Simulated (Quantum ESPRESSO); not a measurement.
The system is WC.

```
W C
1.0
     0.00000    2.19268    2.19268
     2.19268    0.00000    2.19268
     2.19268    2.19268    0.00000
W C
1 1
Direct
  0.00000 0.00000 0.00000
  0.50000 0.50000 0.50000
```

Measurements of this composition are mostly on another form, of space group No. 187.

Base run:

- Program: Quantum ESPRESSO 7.5
- Functional: PBEsol
- Potentials or basis: GBRV 1.5 PBEsol
- Cutoff: 762 eV
- Density cutoff: 6095 eV
- k mesh: 10 × 10 × 10
- Occupations: fermi-dirac, width 0.05 eV
- Spin: no spin polarisation
- Hubbard terms: W d U = 1 eV

Its results: band gap on the k mesh none (metal or under the smearing width); pressure -9.3 GPa.

Question: The run is repeated on the same cell with these changes: hubbard terms from W d U = 1 eV to W d U = 8 eV. What comes out?

Answer: Band gap on the k mesh none (metal or under the smearing width); pressure -7.5 GPa.

Caveats: U without spin polarisation on a metal has little footing; the U is typed as a test and isn't derived for this compound.
